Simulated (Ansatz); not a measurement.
## Al2Cu (Fm-3m), an elastic constant from a strain scan

Theory: DFT PBE, scalar-relativistic, plane waves, PAW in Ansatz 0.2.0. The runs took a 420 eV cutoff, a Γ-centred 16×16×16 mesh and Gaussian smearing (0.15 eV). No spin polarisation. Energies are free energies at this smearing, counted from the undisturbed cell; pressure is positive in compression.

Reference structure (relaxed at this level; it needn't be the usual structure):

```
Al Cu
1.0
    -2.04463    2.04463    2.89123
     2.04463   -2.04463    2.89123
     2.04463    2.04463   -2.89123
Al Cu
2 1
Direct
  0.75000 0.25000 0.50000
  0.25000 0.75000 0.50000
  0.50000 0.50000 0.00000
```

The cell is strained by ε times the Voigt pattern (0, 0, 1, 0, 0, 0) (xx, yy, zz, yz, xz, xy; engineering shear) with fractional coordinates fixed. The cell holds 3 atoms in V0 = 48.35 Å³. The stress column is τ = (1/V0) dE/dε, got from the stress tensor σ (compression positive) at each point as −det(1 + εP) σ : P(1 + εP)⁻¹, with P the pattern as a tensor.

```
      ε  ΔE (meV/atom)  τ (GPa)
-0.1000        105.586  -23.874
-0.0750         55.568  -16.182
-0.0500         23.140   -9.782
-0.0250          5.479   -4.446
 0.0000          0.000   -0.040
 0.0250          4.619    3.583
 0.0500         17.447    6.517
 0.0750         36.891    8.840
 0.0875         48.610    9.779
 0.1000              ?        ?
```

Q: Which combination of elastic constants does this scan measure, and how large is it?

A: For small ε, τ = τ0 + Kε with K = pᵀCp, which for this pattern is C33 in the Cartesian frame shown. The parabola through τ at ε = -0.0250, 0 and 0.0250 has slope K = 161 GPa at zero. The energies per cell, E = NΔE, of the same two points give K = 2[E(ε₊)/ε₊ − E(ε₋)/ε₋]/[(ε₊ − ε₋)V0] = 161 GPa, in agreement.

Q: Predict the withheld row at ε = 0.1000 from the harmonic law, and compare.

A: ΔE = V0(τ0 ε + Kε²/2)/N = 80.363 meV/atom and τ = 16.02 GPa. The calculation gives 61.439 meV/atom and 10.61 GPa: the energy lies 24 % below the harmonic value, as bonds soften when stretched.

In a metal these slopes depend on the k mesh and the smearing.

Cost: 10 runs of about 2.3 core-minutes in all, on Intel Xeon Platinum 8259CL (Skylake/Cascade Lake) (shared hosts).